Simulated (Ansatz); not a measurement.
# ZnS: holes, doping and thermopower

Plane-wave DFT in Ansatz, PBE, scalar-relativistic PAW potentials, cutoff 420 eV, no spin-orbit coupling; no spin polarisation. ZnS in space group F-43m. Boltzmann transport at 300 K in rigid bands with one relaxation time, bands interpolated from the k mesh 10×10×10; values are means over x, y, z.

| holes (cm⁻³) | size of S (μV/K) | σ/τ (Ω⁻¹ m⁻¹ s⁻¹) |
| --- | --- | --- |
| 10^18 | 600.3 | 3.51e+16 |
| 10^19 | ? | 3.5e+17 |
| 10^20 | 211.8 | 3.49e+18 |
| 10^21 | 67.2 | 3.34e+19 |

Question: Take the lowest doping as non-degenerate: get the effective density of states and the masses, and predict the missing S.

Answer: For parabolic bands and one τ, |S| = (k_B/e)(5/2 − η) with k_B/e = 86.17 μV/K and n = N e^η. The first row gives η = -4.47, N = 8.70×10¹⁹ cm⁻³ and, from N = 2.509×10¹⁹ cm⁻³ × m_d^(3/2), a density-of-states mass of 2.29 mₑ (all valleys and bands together). σ/τ = ne²/m_c gives a conductivity mass of 0.80 mₑ; m_d is 2.9 times m_c, the sign of several valleys, several bands or anisotropy. A decade of doping costs (k_B/e) ln 10 = 198.4 μV/K, which predicts 402 μV/K; the run gave 402.7. There η is about -2.2, where Fermi statistics begin to count, but their first corrections to η and to the mean carrier energy nearly cancel, so the rule still holds. At 10^21 cm⁻³ the rule would give 5 μV/K against 67.2: the gas is degenerate there. Scattering that depends on energy changes the 5/2, and whether such doping can be reached wasn't computed.

Cost: about 1 core-minutes for the runs cited, on AMD EPYC 9R45 (Zen 5) (shared hosts).

The thermopower falls with doping because the Fermi level moves towards and then into the valence band, so each hole carries less entropy. σ/τ grows almost in proportion to the hole count, and its slight lag at 10^21 cm⁻³ suggests non-parabolic bands away from the edge.

The large density-of-states mass reflects the valence-band top of zinc-blende ZnS, a threefold set of mainly S 3p states at Γ when spin-orbit coupling is absent. Several valleys are therefore not the likely explanation. Degeneracy alone isn't enough either: three isotropic parabolic bands sharing one edge can't reach a mass ratio of 2.9. Warped heavy-hole sheets probably supply the rest, though interpolation error near the edge could contribute. Spin-orbit coupling would split off one band and somewhat lower the thermopower at fixed light doping.

At equal τ, S²σ is far larger at the two highest dopings than at the lowest, so the largest thermopower doesn't mark the best electronic performance.
